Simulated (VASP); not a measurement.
Crystal: BN.

```xyz
4
Lattice="2.5541 0.0000 0.0000 -1.2770 2.2119 0.0000 0.0000 0.0000 7.0058" Properties=species:S:1:pos:R:3 pbc="T T T"
B     0.0000    1.4746    1.7515
B     1.2770    0.7373    5.2544
N     0.0000    1.4746    5.2544
N     1.2770    0.7373    1.7515
```

The cell isn't the ideal one: a relaxed cell with its volume scaled by 1.06.

```yaml
Program: VASP 6.6.1
Task: relaxation of shape and atoms at fixed volume
Functional: PBEsol
Potentials_or_basis: VASP PAW PBE potentials, release 64 (B, N)
Cutoff: 600 eV
k_mesh: 12 × 12 × 4
Occupations: gaussian, width 0.03 eV
Spin: no spin polarisation
```

At the start: pressure -12.3 GPa; volume 9.89 Å³/atom.

Problem. Where does the relaxation end?

Solution. Over 3 steps the energy falls by 21.4 meV/atom; space group P6_3/mmc (No. 194, to 0.05 Å).

The path:
```tsv
step	energy change (eV)	largest force (eV/Å)	pressure (GPa)
1	0.0000	0.0000	-12.28
2	-0.0853	0.0000	-1.26
3	-0.0857	0.0000	-0.42
```

Final structure:
```
B N
1.0
     2.50597    0.00000    0.00000
    -1.25298    2.17023    0.00000
     0.00000    0.00000    7.27740
B N
2 2
Cartesian
  0.0000 1.4468 1.8194
  1.2530 0.7234 5.4581
  0.0000 1.4468 5.4581
  1.2530 0.7234 1.8194
```

Caveat: the PAW data sets were made with another functional, which shifts forces and pressure a little; this functional lacks dispersion, which binds the layers, so the pressure and a relaxed spacing across them are unreliable.
